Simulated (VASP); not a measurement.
## What goes wrong when AgCl (Chlorargyrite) is relaxed with a bad input

Aim: see how common mistakes in a VASP relaxation show up, on AgCl (Chlorargyrite). The starting structure is a measured crystal structure from the Crystallography Open Database.

Calculated with VASP 6.6.1; Kohn-Sham DFT with plane waves and PAW; PBEsol.

The database entry behind the starting cell differs from later determinations by our own check (an axis about 1.4 % short against later determinations), so it need not match the best structure at ambient conditions.

## (1) Starting point

The structure is cubic, space group Fm-3m (No. 225). The conventional cell has a = 5.470 Å, b = 5.470 Å, c = 5.470 Å, α = 90.00°, β = 90.00°, γ = 90.00°. Nearest to Ag lie 6 Cl at 2.73 Å. Nearest to Cl lie 6 Ag at 2.73 Å. Farther neighbours and most contacts between anions are not listed.

As a file:

```xyz
2
Lattice="0.0000 2.7350 2.7350 2.7350 0.0000 2.7350 2.7350 2.7350 0.0000" Properties=species:S:1:pos:R:3 pbc="T T T"
Ag    0.0000    0.0000    0.0000
Cl    2.7350    2.7350    2.7350
```

## (2) Reference relaxation

Contents of INCAR:

```
SYSTEM = AgCl
PREC = Accurate
ENCUT = 450
EDIFF = 1E-06
NELM = 100
ISMEAR = 0
SIGMA = 0.03
LREAL = .FALSE.
ALGO = Normal
GGA = PS
NBANDS = 15
LORBIT = 11
LWAVE = .FALSE.
LCHARG = .FALSE.
KPAR = 2
IBRION = 2
NSW = 50
ISIF = 3
EDIFFG = -0.01
```

Contents of POSCAR:

```
AgCl
1.0
    0.0000000000      2.7350000000      2.7350000000
    2.7350000000      0.0000000000      2.7350000000
    2.7350000000      2.7350000000      0.0000000000
Ag Cl
1 1
Direct
    0.0000000000      0.0000000000      0.0000000000
    0.5000000000      0.5000000000      0.5000000000
```

Contents of KPOINTS:

```
Automatic mesh
0
Gamma
8 8 8
0 0 0
```

Potentials, in the order of the species: Ag and Cl (PBE family, release 64).

Command:

```bash
$ mpirun -np 2 vasp_std
```

What it wrote:

```text
[banner, memory and clock lines left out]
running    2 mpi-ranks, on    1 nodes
 distrk:  each k-point on    1 cores,    2 groups
 distr:  one band on    1 cores,    1 groups

 POSCAR found type information on POSCAR AgCl
 POSCAR found :  2 types and       2 ions
|                                                                             |
|               ----> ADVICE to this user running VASP <----                  |
|                                                                             |
|     You enforced a specific xc type in the INCAR file but a different       |
|     [... a line on the potential file left out ...]
|     I HOPE YOU KNOW WHAT YOU ARE DOING!                                     |
|                                                                             |

 LDA part: xc-table for (Slater+PW92), standard interpolation
 POSCAR, INCAR and KPOINTS ok, starting setup
 FFT: planning ... GRIDC
 FFT: planning ... GRID_SOFT
 FFT: planning ... GRID
 WAVECAR not read
 entering main loop
       N       E                     dE             d eps       ncg     rms          rms(c)
DAV:   1     0.903009465085E+02    0.90301E+02   -0.79621E+03   902   0.956E+02
DAV:   2    -0.292834203677E+01   -0.93229E+02   -0.85726E+02  1059   0.219E+02
DAV:   3    -0.619773721739E+01   -0.32694E+01   -0.32618E+01  1038   0.433E+01
DAV:   4    -0.622001220283E+01   -0.22275E-01   -0.22273E-01  1122   0.391E+00
DAV:   5    -0.622029924836E+01   -0.28705E-03   -0.28704E-03  1066   0.433E-01    0.723E+00
DAV:   6    -0.606437269871E+01    0.15593E+00   -0.30188E-01  1133   0.754E+00    0.466E+00
DAV:   7    -0.606157582018E+01    0.27969E-02   -0.68513E-02   954   0.184E+00    0.206E+00
DAV:   8    -0.606020763570E+01    0.13682E-02   -0.38269E-03  1073   0.672E-01    0.303E-01
DAV:   9    -0.606017610497E+01    0.31531E-04   -0.40076E-04  1178   0.272E-01    0.455E-02
DAV:  10    -0.606019950231E+01   -0.23397E-04   -0.35740E-05  1024   0.562E-02    0.131E-02
DAV:  11    -0.606020279669E+01   -0.32944E-05   -0.25191E-06  1094   0.133E-02    0.213E-03
DAV:  12    -0.606020281215E+01   -0.15454E-07   -0.18169E-07   673   0.371E-03
   1 F= -.60602028E+01 E0= -.60602028E+01  d E =-.606020E+01
 curvature:   0.00 expect dE= 0.000E+00 dE for cont linesearch  0.000E+00
 trial: gam= 0.00000 g(F)=  0.150E-61 g(S)=  0.279E-02 ort = 0.000E+00 (trialstep = 0.100E+01)
 search vector abs. value=  0.279E-02
 bond charge predicted
       N       E                     dE             d eps       ncg     rms          rms(c)
DAV:   1    -0.609845576580E+01   -0.38253E-01   -0.61648E-01   870   0.789E+00    0.129E+00
DAV:   2    -0.606389514190E+01    0.34561E-01   -0.87701E-02   870   0.331E+00    0.400E-01
DAV:   3    -0.606172335680E+01    0.21718E-02   -0.56404E-03  1038   0.546E-01    0.267E-01
DAV:   4    -0.606158105098E+01    0.14231E-03   -0.21939E-04  1038   0.109E-01    0.110E-01
DAV:   5    -0.606157441401E+01    0.66370E-05   -0.26399E-05   976   0.732E-02    0.153E-02
DAV:   6    -0.606157579975E+01   -0.13857E-05   -0.94648E-06  1024   0.333E-02    0.647E-03
DAV:   7    -0.606157536030E+01    0.43945E-06   -0.75067E-07   512   0.741E-03
   2 F= -.60615754E+01 E0= -.60615754E+01  d E =-.137255E-02
 trial-energy change:   -0.001373  1 .order   -0.001347   -0.002794    0.000100
 step:   0.9671(harm=  0.9654)  dis= 0.00000  next Energy=    -6.061577 (dE=-0.137E-02)
 reached required accuracy - stopping structural energy minimisation
```

Wall time 30 s (2 MPI ranks of AMD EPYC 7R43, shared host); peak memory 0.26 GiB.

Lines that name or quote the potential files are left out of all logs, and their timing lines are given in words.

OUTCAR, selected parts (step 2):

```text
ion  position               nearest neighbor table
   1  0.000  0.000  0.000-   2 2.73   2 2.73   2 2.73   2 2.73   2 2.73   2 2.73
   2  0.500  0.500  0.500-   1 2.73   1 2.73   1 2.73   1 2.73   1 2.73   1 2.73

  LATTYP: Found a face centered cubic cell.
 ALAT       =     5.4700000000

 Subroutine GETGRP returns: Found 48 space group operations
 (whereof 48 operations were pure point group operations)

The static configuration has the point symmetry O_h .

 Found     29 irreducible k-points:

   k-points           NKPTS =     29   k-points in BZ     NKDIM =     29   number of bands    NBANDS=     15

   dimension x,y,z NGX =    28 NGY =   28 NGZ =   28
   dimension x,y,z NGXF=    56 NGYF=   56 NGZF=   56

   ENCUT  =  450.0 eV  33.07 Ry    5.75 a.u.   6.69  6.69  6.69*2*pi/ulx,y,z

   NELECT =      18.0000    total number of electrons

 k-points in reciprocal lattice and weights: Automatic mesh
   0.00000000  0.00000000  0.00000000       0.002
   0.12500000  0.00000000  0.00000000       0.016
   0.25000000  0.00000000  0.00000000       0.016
   0.37500000  0.00000000  0.00000000       0.016
   0.50000000  0.00000000  0.00000000       0.008
   0.12500000  0.12500000  0.00000000       0.012
   0.25000000  0.12500000  0.00000000       0.047
   0.37500000  0.12500000  0.00000000       0.047
   0.50000000  0.12500000  0.00000000       0.047
[...]
-0.37500000  0.50000000  0.12500000       0.023
  -0.25000000  0.50000000  0.25000000       0.012

 average (electrostatic) potential at core
       1 -72.5377       2 -91.2353

 E-fermi :   4.6525

 k-point     1 :       0.0000    0.0000    0.0000
  band No.  band energies     occupation
    ...
      5       1.7688      2.00000
      6       1.7688      2.00000
      7       1.8755      2.00000
      8       1.8755      2.00000
      9       1.8755      2.00000
     10       5.1652      0.00000
     11      15.1675      0.00000
     12      15.1675      0.00000
     13      15.1675      0.00000
     14      16.4351      0.00000
    ...

 k-point     2 :       0.1250    0.0000    0.0000
  band No.  band energies     occupation
    ...
      5       1.7885      2.00000
      6       1.7885      2.00000
      7       2.0500      2.00000
      8       2.7005      2.00000
      9       2.7005      2.00000
     10       5.9315      0.00000
     11      13.7318      0.00000
     12      14.8476      0.00000
     13      14.8476      0.00000
     14      16.4912      0.00000
    ...

 k-point     3 :       0.2500    0.0000    0.0000
  band No.  band energies     occupation
    ...
      5       1.9363      2.00000
      6       1.9363      2.00000
      7       2.2188      2.00000
      8       3.5429      2.00000
      9       3.5429      2.00000
     10       7.2906      0.00000
     11      12.0915      0.00000
     12      13.4966      0.00000
     13      13.4966      0.00000
     14      16.6586      0.00000
    ...

  Total        0.0070391      0.0070391      0.0070391      0.0000000     -0.0000000     -0.0000000
  in kB        0.2795880      0.2795880      0.2795880      0.0000000     -0.0000000     -0.0000000
  external PRESSURE =       0.2795880 kB  Pullay stress =       0.0000000 kB

  energy-cutoff  :      450.00
  volume of cell :       40.34
      direct lattice vectors                 reciprocal lattice vectors
     0.000000000  2.722036044  2.722036044    -0.183686032  0.183686032  0.183686032
     2.722036044  0.000000000  2.722036044     0.183686032 -0.183686032  0.183686032
     2.722036044  2.722036044  0.000000000     0.183686032  0.183686032 -0.183686032

 POSITION                                       TOTAL-FORCE (eV/Angst)
 -----------------------------------------------------------------------------------
      2.72204      2.72204      5.44407        -0.000000      0.000000      0.000000
      2.72204      2.72204      2.72204         0.000000     -0.000000     -0.000000
 -----------------------------------------------------------------------------------
    total drift:                                0.000000      0.000000      0.000000

  FREE ENERGIE OF THE ION-ELECTRON SYSTEM (eV)
  ---------------------------------------------------
  free  energy   TOTEN  =        -6.0615753603 eV

  energy  without entropy=       -6.0615753603  energy(sigma->0) =       -6.06157536

 reached required accuracy - stopping structural energy minimisation

 total charge
# of ion       s       p       d       tot
------------------------------------------
    1        0.217   0.163   9.358   9.738
    2        1.594   3.442   0.000   5.036
--------------------------------------------------
tot          1.811   3.604   9.358  14.774

[... 3 further parts left out ...]
```

CONTCAR:

```
AgCl
   1.00000000000000
     0.0000000000000000    2.7220360441481826    2.7220360441481826
     2.7220360441481826    0.0000000000000000    2.7220360441481826
     2.7220360441481826    2.7220360441481826    0.0000000000000000
  Ag              Cl
     1     1
Direct
     1.0000000000000000    1.0000000000000000    0.0000000000000000
     0.5000000000000000    0.5000000000000000    0.5000000000000000
```

The PAW data sets were made with PBE, which is usual practice but a small mismatch for other functionals. The run keeps the 48 symmetry operations of its start, so it cannot find a distortion of lower symmetry.

The reference relaxation ends at 20.169 Å³ an atom.

## (3) Relaxation with a functional's name that the tag doesn't take

A slip made on purpose: a functional's name that the tag doesn't take. Against step 2 the input has GGA = PBESOL (also changed: NELM).

Edit INCAR of step 2 so:

```diff
@@ -4,3 +4,3 @@
 EDIFF = 1E-06
-NELM = 100
+NELM = 60
 ISMEAR = 0
@@ -9,3 +9,3 @@
 ALGO = Normal
-GGA = PS
+GGA = PBESOL
 NBANDS = 15
```

POSCAR is that of step 2.

KPOINTS is that of step 2.

Command:

```bash
$ mpirun -np 2 vasp_std
```

What it wrote:

```text
[banner, memory and clock lines left out]
running    2 mpi-ranks, on    1 nodes
[...]
|                                                                             |
|     EEEEEEE  RRRRRR   RRRRRR   OOOOOOO  RRRRRR      ###     ###     ###     |
|     E        R     R  R     R  O     O  R     R     ###     ###     ###     |
|     E        R     R  R     R  O     O  R     R     ###     ###     ###     |
|     EEEEE    RRRRRR   RRRRRR   O     O  RRRRRR       #       #       #      |
|     E        R   R    R   R    O     O  R   R                               |
|     E        R    R   R    R   O     O  R    R      ###     ###     ###     |
|     EEEEEEE  R     R  R     R  OOOOOOO  R     R     ###     ###     ###     |
|                                                                             |
|     Error: One of the selected functionals does not exist.                  |
|                                                                             |
|       ---->  I REFUSE TO CONTINUE WITH THIS SICK JOB ... BYE!!! <----       |
|                                                                             |

1
1
```

Elapsed: 3.4 s, on 2 MPI ranks.

VASP stopped with this message: “Error: One of the selected functionals does not exist”.

## (4) Relaxation with a smearing far too wide

A slip made on purpose: a smearing far too wide. Against step 2 the input has SIGMA = 2 (also changed: NELM).

Edit INCAR of step 3 so:

```diff
@@ -6,6 +6,6 @@
 ISMEAR = 0
-SIGMA = 0.03
+SIGMA = 2
 LREAL = .FALSE.
 ALGO = Normal
-GGA = PBESOL
+GGA = PS
 NBANDS = 15
```

POSCAR is that of step 3.

KPOINTS is that of step 3.

Command:

```bash
$ mpirun -np 2 vasp_std
```

What it wrote:

```text
[banner, memory and clock lines left out]
running    2 mpi-ranks, on    1 nodes
[...]
[... a notice as in an earlier step ...]

 LDA part: xc-table for (Slater+PW92), standard interpolation
 POSCAR, INCAR and KPOINTS ok, starting setup
[...]
entering main loop
       N       E                     dE             d eps       ncg     rms          rms(c)
DAV:   1     0.893695263815E+02    0.89370E+02   -0.79621E+03   902   0.956E+02
DAV:   2    -0.323061940752E+01   -0.92600E+02   -0.85730E+02  1059   0.219E+02
DAV:   3    -0.650632779028E+01   -0.32757E+01   -0.32647E+01  1038   0.433E+01
DAV:   4    -0.652867705881E+01   -0.22349E-01   -0.22347E-01  1122   0.391E+00
[...]
DAV:   9    -0.628836287415E+01    0.78057E-04   -0.23487E-04  1115   0.227E-01    0.787E-02
DAV:  10    -0.628839271056E+01   -0.29836E-04   -0.72680E-05  1045   0.701E-02    0.251E-02
DAV:  11    -0.628839225635E+01    0.45420E-06   -0.28913E-06  1107   0.228E-02
   1 F= -.62883923E+01 E0= -.58640448E+01  d E =-.628839E+01
[...]
N       E                     dE             d eps       ncg     rms          rms(c)
DAV:   1    -0.629746099391E+01   -0.90683E-02   -0.13950E-01   870   0.377E+00    0.686E-01
DAV:   2    -0.628920629722E+01    0.82547E-02   -0.22054E-02   884   0.175E+00    0.220E-01
DAV:   3    -0.628877426773E+01    0.43203E-03   -0.88028E-04  1010   0.211E-01    0.128E-01
DAV:   4    -0.628873795645E+01    0.36311E-04   -0.10207E-04  1066   0.697E-02    0.663E-02
DAV:   5    -0.628873024006E+01    0.77164E-05   -0.12607E-05   968   0.292E-02    0.908E-03
DAV:   6    -0.628872977997E+01    0.46009E-06   -0.93391E-07   834   0.982E-03
   2 F= -.62887298E+01 E0= -.58607337E+01  d E =-.337524E-03
 trial-energy change:   -0.000338  1 .order   -0.000348   -0.000638   -0.000058
 step:   1.1130(harm=  1.0995)  dis= 0.00000  next Energy=    -6.288733 (dE=-0.341E-03)
 reached required accuracy - stopping structural energy minimisation
```

Wall time 34 s (2 MPI ranks); peak memory 0.25 GiB; 65 s of CPU time.

OUTCAR, selected parts (step 4):

```text
  Total        0.0084962      0.0084962      0.0084962      0.0000000     -0.0000000      0.0000000
  in kB        0.3304347      0.3304347      0.3304347      0.0000000     -0.0000000      0.0000000
  external PRESSURE =       0.3304347 kB  Pullay stress =       0.0000000 kB

 POSITION                                       TOTAL-FORCE (eV/Angst)
 -----------------------------------------------------------------------------------
      2.74120      2.74120      5.48239         0.000000     -0.000000      0.000000
      2.74120      2.74120      2.74120        -0.000000      0.000000     -0.000000
 -----------------------------------------------------------------------------------
    total drift:                                0.000000      0.000000      0.000000

  FREE ENERGIE OF THE ION-ELECTRON SYSTEM (eV)
  ---------------------------------------------------
  free  energy   TOTEN  =        -6.2887297800 eV

  energy  without entropy=       -5.4327376180  energy(sigma->0) =       -5.86073370

[... 2 parts as in an earlier step ...]

[... 2 further parts left out ...]
[key lines of the parts left out:]
E-fermi :   5.6439
```

With a smearing far too wide the cell ends at 20.598 Å³ an atom, +2.13 % from the reference.

[end of part 1 of 2]

[Lines on the potential files, build, host, timing and source positions are cut from VASP's logs without a mark.]

[Logs are printed without paths, hosts, clocks, repeated set-up lines and the standing remarks that a program may print on its own settings, such as how far it seeks lower states.]

[Hosts, paths, dates, database ids (printed as entryN), source tags and the programs' standing remarks are cut or masked in the printed files.]
